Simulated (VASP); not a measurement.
# BaS: band structure with SCAN

**The experiment to reproduce.**

A printed reference work, monograph, original work of 1988 reports, for a bulk crystal of BaS at 2 K: band gap 3.806 eV (indirect).

BaS:

```
Ba S
1.0
     0.00000    3.19375    3.19375
     3.19375    0.00000    3.19375
     3.19375    3.19375    0.00000
Ba S
1 1
Direct
  0.00000 0.00000 0.00000
  0.50000 0.50000 0.50000
```

```json
{
 "Program": "VASP 6.6.1",
 "Task": "band structure",
 "Functional": "SCAN",
 "Potentials or basis": "VASP PAW PBE potentials, release 64 (Ba_sv, S)",
 "Cutoff": "520 eV",
 "k mesh": "7 × 7 × 7",
 "Occupations": "fermi-dirac, width 0.05 eV",
 "Spin": "no spin polarisation",
 "Further INCAR settings": "ALGO = Normal; EDIFF = 1e-06; NBANDS = 15"
}
```

```
Pressure                : 1.2 GPa
Band gap on the k mesh  : 2.52 eV, indirect (least direct gap 2.67 eV)
Band gap along the path : 2.46 eV, indirect (least direct gap 2.59 eV)
```

Levels at the corners of the path, in eV from the valence-band top:
```tsv
point	band 6	band 7	band 8	band 9	band 10	band 11
Γ	0.00	0.00	0.00	4.18	4.31	4.31
X	-0.53	-0.14	-0.14	2.46	6.59	6.75
X	-0.53	-0.14	-0.14	2.46	6.59	6.75
W	-1.11	-0.49	-0.49	4.71	4.71	7.00
W	-1.11	-0.49	-0.49	4.71	4.71	7.00
K	-0.93	-0.60	-0.54	3.68	6.45	7.31
K	-0.93	-0.60	-0.54	3.68	6.45	7.31
Γ	0.00	0.00	0.00	4.18	4.31	4.31
Γ	0.00	0.00	0.00	4.18	4.31	4.31
L	-1.92	-1.08	-1.08	6.02	6.12	6.87
L	-1.92	-1.08	-1.08	6.02	6.12	6.87
U	-0.93	-0.60	-0.54	3.68	6.45	7.31
U	-0.93	-0.60	-0.54	3.68	6.45	7.31
W	-1.11	-0.49	-0.49	4.71	4.71	7.00
W	-1.11	-0.49	-0.49	4.71	4.71	7.00
L	-1.92	-1.08	-1.08	6.02	6.12	6.87
L	-1.92	-1.08	-1.08	6.02	6.12	6.87
K	-0.93	-0.60	-0.54	3.68	6.45	7.31
U	-0.93	-0.60	-0.54	3.68	6.45	7.31
X	-0.53	-0.14	-0.14	2.46	6.59	6.75
```

Wall time 2.1 min on 1 thread of Intel(R) Xeon(R) 6975P-C (Granite Rapids), on a shared host, peak memory 0.22 GiB.

A measured gap of BaS is 3.806 eV (indirect; 2 K; a printed reference work, monograph, original work of 1988); the calculated 2.46 eV misses it by -1.35 eV. Spin-orbit coupling on Ba is left out. The value is that of SCAN, without temperature or zero-point motion.

Caveat: the PAW data sets were made with another functional, which shifts forces and pressure a little; spin-orbit coupling is left out, which moves the levels of the heavy elements.
